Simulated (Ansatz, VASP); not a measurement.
CaSe in VASP and in Ansatz

The input POSCAR:

```
CaSe
1.0
    3.6347849189      0.0000000000      0.0000000000
    0.0000000000      3.6347849189      0.0000000000
    0.0000000000      0.0000000000      3.6347849189
Ca Se
1 1
Direct
    0.0000000000      0.0000000000      0.0000000000
    0.5000000000      0.5000000000      0.5000000000
```

File INCAR.step1:

```
PREC = Accurate
ENCUT = 520
ISMEAR = 0
SIGMA = 0.01
LREAL = F
LASPH = T
NELM = 100
NBANDS = 15
GGA = PE
ALGO = Normal
EDIFF = 1E-4
LWAVE = T
LCHARG = F
```

Contents of INCAR.step2:

```
PREC = Accurate
ENCUT = 520
EDIFF = 1E-7
ISMEAR = 0
SIGMA = 0.01
LREAL = F
LASPH = T
NELM = 100
ALGO = Normal
ISIF = 2
LWAVE = F
LCHARG = T
METAGGA = R2SCAN
LMIXTAU = T
LELF = T
LVHAR = T
NBANDS = 15
ISTART = 1
```

Contents of KPOINTS:

```
Automatic mesh
0
Gamma
  6 6 6
```

Input for Ansatz:

```yaml
crystal:
  lattice:
    - [3.6347849189, 0.0, 0.0]
    - [0.0, 3.6347849189, 0.0]
    - [0.0, 0.0, 3.6347849189]
  atoms:
    - { symbol: Ca, position: [0.0, 0.0, 0.0] }
    - { symbol: Se, position: [0.5, 0.5, 0.5] }
kpoints:
  mp_grid: { grid: [6, 6, 6] }
hamiltonian:
  xc: r2scan
scf:
  occupations: { method: fixed }
  n_extra_bands: 4
  mixing: { beta: 0.05 }
  max_iter: 99
output:
  forces: true
  stress: true
  eigenvalues: true
```

Alike in both runs: task single point; functional r2SCAN; k mesh 6 × 6 × 6; no spin polarisation.

```csv
,VASP,Ansatz
version,VASP 6.6.1,Ansatz 0.2.0
potentials or method,"VASP PAW PBE potentials, release 64 (Ca_sv, Se)",plane waves
plane-wave cutoff (eV),520,500
occupations,"gaussian, width 0.01 eV",fixed
valence electrons in the cell,16,26
```

|  | VASP | Ansatz | Ansatz less VASP |
| --- | --- | --- | --- |
| gap on the k mesh at the Fermi level (eV) | 1.24 | 1.23 | -0.008 |
| pressure (GPa) | 0.2 | 0.0 | -0.21 |

The two sets of potentials don't hold the same shells in valence.

Caveats: the PAW data sets were made with another functional, which shifts forces and pressure a little (VASP). r2SCAN opens gaps a little over a GGA but as a rule still falls short of measured ones. A k mesh can miss the band edges.
